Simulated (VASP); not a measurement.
A run of VASP 6.6.1:

INCAR

```
ALGO = Normal
EDIFF = 1E-6
EDIFFG = -0.02
ENCUT = 600
GGA = PS
IBRION = 2
ISIF = 3
ISMEAR = -1
IVDW = 13
LASPH = T
LCHARG = F
LREAL = F
LWAVE = F
NELM = 100
NSW = 60
PREC = Accurate
SIGMA = 0.05
```

File KPOINTS:

```
k-points
0
Gamma
  10 10 9
```

The input POSCAR:

```
WC
1.0
    2.9065000000      0.0000000000      0.0000000000
   -1.4532500000      2.5171028361      0.0000000000
    0.0000000000      0.0000000000      2.8366000000
W C
1 1
Direct
    0.0000000000      0.0000000000      0.0000000000
    0.6666666667      0.3333333333      0.5000000000
```

Potentials or basis: VASP PAW PBE potentials, release 64 (W_sv, C).

Run with:

```sh
$ cat potpaw_PBE.64/W_sv/POTCAR potpaw_PBE.64/C/POTCAR > POTCAR
$ mpirun -np 1 vasp_std > vasp.out
```

Hardware: 1 thread of Intel(R) Xeon(R) 6975P-C (Granite Rapids), on a shared host.

Task: Estimate the wall time of this run.

Result: Wall time 28 s on 1 thread of Intel(R) Xeon(R) 6975P-C (Granite Rapids), with other jobs on the host, peak memory 0.16 GiB. Counts: scf iterations 44, k points 70, ion steps 7.
